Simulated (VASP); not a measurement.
AlN, 4 atoms in the cell. It takes space group P6_3mc (No. 186, hexagonal). The conventional cell has a = 3.110 Å, b = 3.110 Å, c = 4.980 Å, α = 90.00°, β = 90.00°, γ = 120.00°. Al (site symmetry 3m) has 4 N at 1.89 Å as nearest neighbours. Around N (site symmetry 3m) lie 4 Al at 1.89 Å. The cell was built by a generator and needn't be a form met in nature.

```yaml
Program: VASP 6.6.1
Task: single point
Functional: PBEsol
Potentials_or_basis: VASP PAW PBE potentials, release 64 (Al, N)
Cutoff: 520 eV
k_mesh: 6 × 6 × 4
Occupations: gaussian, width 0.01 eV
Spin: no spin polarisation
Dipole_correction: no
Further_INCAR_settings: ALGO = Normal; EDIFF = 1e-06; NBANDS = 16
```

Potentials or basis: VASP PAW PBE potentials, release 64 (Al, N).

Command:

```sh
$ cat potpaw_PBE.64/Al/POTCAR potpaw_PBE.64/N/POTCAR > POTCAR
$ mpirun -np 1 vasp_std > vasp.out
```

Hardware: 1 thread of Intel(R) Xeon(R) Platinum 8259CL CPU @ 2.50GHz (Skylake/Cascade Lake), on a shared host.

Problem. How long does it take, and how much memory?

Solution. Run time: 11 s on 1 thread of Intel(R) Xeon(R) Platinum 8259CL CPU @ 2.50GHz (Skylake/Cascade Lake), on a shared host, peak memory 0.15 GiB. Counts: scf iterations 12, k points 21.
